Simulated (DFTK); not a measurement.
# TaN (Fm-3m) in DFTK: further runs

Runs on TaN. Level: PBEsol. Tasks: equation of state, single point.

Program: DFTK 0.8.2. These are calculated values, not measurements. Logs are shortened: lines on timing, memory, paths and dates and some standing lists are left out, and cuts for length are marked.

## 1. The crystal as given

It takes space group Fm-3m (No. 225, cubic). The conventional cell has a = 4.423 Å, b = 4.423 Å, c = 4.423 Å, α = 90.00°, β = 90.00°, γ = 90.00°. Ta (site symmetry m-3m) has 6 N at 2.21 Å as nearest neighbours. Around N (site symmetry m-3m) lie 6 Ta at 2.21 Å.

The cell comes from a database or a generator and needn't be the stable form of this composition.

## 2. Equation of state, PBEsol

run.jl reads:

```julia
using DFTK
using PseudoPotentialData
using Unitful, UnitfulAtomic
using LinearAlgebra, Printf
using AtomsBase
include("save.jl")
disable_threading()

cell = [[0.0, 2.211323, 2.211323],
        [2.211323, 0.0, 2.211323],
        [2.211323, 2.211323, 0.0]]u"Å"
system = periodic_system([:Ta => [0.5, 0.5, 0.5],
                          :N => [0.0, 0.0, 0.0]],
                         cell; fractional=true)
lattice   = austrip.(hcat(cell_vectors(system)...))
symbols   = atomic_symbol(system, :) .|> Symbol
positions = [lattice \ austrip.(position(system, i)) for i in 1:length(system)]
pseudopotentials = Dict(:N => "N.upf", :Ta => "Ta.upf")
elements = Dict(s => ElementPsp(s, pseudopotentials; rcut=5.99) for s in unique(symbols))
atoms    = [elements[s] for s in symbols]

build_model(lattice, positions; symmetries=true) =
    model_DFT(lattice, atoms, positions;
              functionals=PBEsol(),
              temperature=austrip(0.05u"eV"),
              smearing=Smearing.FermiDirac(),
              symmetries)
Ecut  = 66.0  # hartree
kgrid = [6, 6, 6]
tol   = 1e-6
to_GPa = ustrip(uconvert(u"GPa", 1u"hartree/bohr^3"))

results["points"] = []
for scale in [0.94, 0.96, 0.98, 1.0, 1.02, 1.04, 1.06]
    println("\n=== scale = ", scale)
    model = build_model(cbrt(scale) * lattice, positions)
    basis = PlaneWaveBasis(model; Ecut, kgrid)
    t0 = time()
    scfres = self_consistent_field(basis;
                                   tol,
                                   nbandsalg=AdaptiveBands(model; n_bands_converge=21))
    seconds = time() - t0
    @printf "SCF: %d iterations, %.1f s\n" scfres.n_iter seconds
    forces = compute_forces_cart(scfres)
    stress = compute_stresses_cart(scfres)
    @printf "V = %.5f Å^3  F = %.8f Ha  max force = %.5f eV/Å  p = %.4f GPa\n" ustrip(auconvert(u"Å^3", model.unit_cell_volume)) scfres.energies.total ustrip(auconvert(u"eV/Å", maximum(norm, forces))) (-tr(stress) / 3 * to_GPa)
    push!(results["points"], save_scf!(scfres; forces, stress, d=Dict{String,Any}("seconds" => seconds, "n_matvec" => get(scfres, :n_matvec, 0))))
end

# third-order Birch-Murnaghan fit in x = V^(-2/3)
V = [0.94, 0.96, 0.98, 1.0, 1.02, 1.04, 1.06] * abs(det(lattice))
E = [p["total"] for p in results["points"]]
x = V .^ (-2 / 3)
c = [x .^ 0 x x .^ 2 x .^ 3] \ E
Δ = c[3]^2 - 3c[2] * c[4]
if Δ > 0
    x0 = (-c[3] + sqrt(Δ)) / 3c[4]
    B0 = 4 / 9 * x0^(7 / 2) * (2c[3] + 6c[4] * x0)
    @printf "V0 = %.4f Å^3  B0 = %.2f GPa\n" ustrip(auconvert(u"Å^3", x0^(-3 / 2))) B0 * to_GPa
end
```

Potentials or basis: PseudoDojo 0.4 stringent (PBEsol).

On the command line:

```bash
$ julia --threads=1 run.jl  # save.jl only writes the numbers to a file and isn't shown; printed stress counts tension as positive; times include loading and compiling
```

The log of the run:

```text
=== scale = 0.94
n     Energy            log10(ΔE)   log10(Δρ)   Diag   Δtime
---   ---------------   ---------   ---------   ----   ------
  1   -334.3964964743                   -0.54    5.8    12.2s
  2   -334.5449317571       -0.83       -1.26    2.1    6.38s
  3   -334.5461056966       -2.93       -1.55    2.6    6.78s
  4   -334.5463065401       -3.70       -2.24    1.0    3.80s
  5   -334.5463295204       -4.64       -2.55    2.2    5.80s
  6   -334.5463335054       -5.40       -3.19    1.9    5.76s
  7   -334.5463336053       -7.00       -3.84    1.7    5.46s
  8   -334.5463336163       -7.96       -4.46    2.1    5.91s
  9   -334.5463336166       -9.42       -4.64    2.5    6.40s
 10   -334.5463336168       -9.87       -5.92    1.6    5.19s
[... 63 further cycles ...]
  2   -334.5369649890       -0.82       -1.25    2.1    5.35s
  3   -334.5402078256       -2.49       -1.48    2.9    7.21s
  4   -334.5405643832       -3.45       -2.02    1.1    5.24s
  5   -334.5406479085       -4.08       -2.33    2.0    5.89s
  6   -334.5406686589       -4.68       -2.86    2.0    6.58s
  7   -334.5406688816       -6.65       -3.43    1.2    5.78s
  8   -334.5406689248       -7.36       -3.99    2.1    6.66s
  9   -334.5406689273       -8.60       -4.50    2.1    6.78s
 10   -334.5406689275       -9.81       -5.29    1.8    6.57s
 11   -334.5406689275      -10.78       -6.04    2.8    7.62s
SCF: 11 iterations, 76.9 s
V = 22.92411 Å^3  F = -334.54066893 Ha  max force = 0.00000 eV/Å  p = -26.1991 GPa
V0 = 20.9450 Å^3  B0 = 353.51 GPa
```

It took 18 min on 1 thread of Intel Xeon Platinum 8259CL at 2.50GHz (Skylake/Cascade Lake), shared host; peak memory 1.6 GiB.

What came out:

```
Equilibrium volume                      : 10.47 Å³/atom
Bulk modulus                            : 354 GPa
Pressure derivative of the bulk modulus : 4.4
```

Energy against volume, from the lowest point:
```tsv
volume (Å³/atom)	energy (meV/atom)
10.164	9.65
10.381	0.00
10.597	0.69
10.813	10.64
11.030	28.86
11.246	54.48
11.462	86.72
```

Caveat: the k mesh is coarse (spacing up to 0.41 Å⁻¹), so the values aren't converged.

## 3. Single point, PBEsol, 10.16 Å³/atom (volume scaled by 0.94)

run.jl is that of step 2.

Potentials or basis: PseudoDojo 0.4 stringent (PBEsol).

On the command line:

```bash
$ julia --threads=1 run.jl  # one pass of the loop, scale = 0.94; save.jl only writes the numbers to a file and isn't shown; printed stress counts tension as positive; times include loading and compiling
```

It took 80 s on 1 thread of Intel Xeon Platinum 8259CL at 2.50GHz (Skylake/Cascade Lake), shared host.

The run converged. Its results:

* Free energy: -9103.4695 eV
* Pressure: 11.2 GPa
* Band gap on the k mesh: none (metal or under the smearing width)

Caveat: the k mesh is coarse (spacing up to 0.42 Å⁻¹), so the values aren't converged.

## 4. Single point, PBEsol, 10.38 Å³/atom (volume scaled by 0.96)

run.jl is that of step 3.

On the command line:

```bash
$ julia --threads=1 run.jl  # one pass of the loop, scale = 0.96; save.jl only writes the numbers to a file and isn't shown; printed stress counts tension as positive; times include loading and compiling
```

Run time: 91 s. Hardware: 1 thread of Intel Xeon Platinum 8259CL at 2.50GHz (Skylake/Cascade Lake), shared host.

The run converged. Its results:

* Free energy: -9103.4888 eV
* Pressure: 3.1 GPa
* Band gap on the k mesh: none (metal or under the smearing width)

Caveat: the k mesh is coarse (spacing up to 0.42 Å⁻¹), so the values aren't converged.

## 5. Single point, PBEsol, 10.60 Å³/atom (volume scaled by 0.98)

run.jl is that of step 4.

On the command line:

```bash
$ julia --threads=1 run.jl  # one pass of the loop, scale = 0.98; save.jl only writes the numbers to a file and isn't shown; printed stress counts tension as positive; times include loading and compiling
```

Wall time 81 s (1 thread of Intel Xeon Platinum 8259CL at 2.50GHz (Skylake/Cascade Lake), shared host).

It converged, with:

| Property | Result |
| --- | --- |
| Free energy | -9103.4874 eV |
| Pressure | -4.1 GPa |
| Band gap on the k mesh | none (metal or under the smearing width) |

Caveat: the k mesh is coarse (spacing up to 0.41 Å⁻¹), so the values aren't converged.

## 6. Single point, PBEsol, 10.81 Å³/atom

run.jl is that of step 5.

Potentials or basis: PseudoDojo 0.4 stringent (PBEsol).

On the command line:

```bash
$ julia --threads=1 run.jl  # one pass of the loop, scale = 1.0; save.jl only writes the numbers to a file and isn't shown; printed stress counts tension as positive; times include loading and compiling
```

It took 93 s on 1 thread of Intel Xeon Platinum 8259CL at 2.50GHz (Skylake/Cascade Lake), shared host.

The run converged. Its results:

| Quantity | Value |
| --- | --- |
| Free energy | -9103.4675 eV |
| Pressure | -10.6 GPa |
| Band gap on the k mesh | none (metal or under the smearing width) |

Caveat: the k mesh is coarse (spacing up to 0.41 Å⁻¹), so the values aren't converged.

## 7. Single point, PBEsol, 11.03 Å³/atom (volume scaled by 1.02)

run.jl is that of step 6.

On the command line:

```bash
$ julia --threads=1 run.jl  # one pass of the loop, scale = 1.02; save.jl only writes the numbers to a file and isn't shown; printed stress counts tension as positive; times include loading and compiling
```

Run time: 75 s. Hardware: 1 thread of Intel Xeon Platinum 8259CL at 2.50GHz (Skylake/Cascade Lake), shared host.

The run converged. Its results:

```yaml
Free_energy: -9103.4311 eV
Pressure: -16.4 GPa
Band_gap_on_the_k_mesh: none (metal or under the smearing width)
```

Caveat: the k mesh is coarse (spacing up to 0.41 Å⁻¹), so the values aren't converged.

## 8. Single point, PBEsol, 11.25 Å³/atom (volume scaled by 1.04)

run.jl is that of step 7.

On the command line:

```bash
$ julia --threads=1 run.jl  # one pass of the loop, scale = 1.04; save.jl only writes the numbers to a file and isn't shown; printed stress counts tension as positive; times include loading and compiling
```

It took 77 s on 1 thread of Intel Xeon Platinum 8259CL at 2.50GHz (Skylake/Cascade Lake), shared host.

The run converged. Its results:

```
Free energy            : -9103.3798 eV
Pressure               : -21.6 GPa
Band gap on the k mesh : none (metal or under the smearing width)
```

Caveat: the k mesh is coarse (spacing up to 0.40 Å⁻¹), so the values aren't converged.

## 9. Single point, PBEsol, 11.46 Å³/atom (volume scaled by 1.06)

run.jl is that of step 8.

Potentials or basis: PseudoDojo 0.4 stringent (PBEsol).

On the command line:

```bash
$ julia --threads=1 run.jl  # one pass of the loop, scale = 1.06; save.jl only writes the numbers to a file and isn't shown; printed stress counts tension as positive; times include loading and compiling
```

Wall time 77 s (1 thread of Intel Xeon Platinum 8259CL at 2.50GHz (Skylake/Cascade Lake), shared host).

It converged, with:

```yaml
Free_energy: -9103.3154 eV
Pressure: -26.2 GPa
Band_gap_on_the_k_mesh: none (metal or under the smearing width)
```

Caveat: the k mesh is coarse (spacing up to 0.40 Å⁻¹), so the values aren't converged.
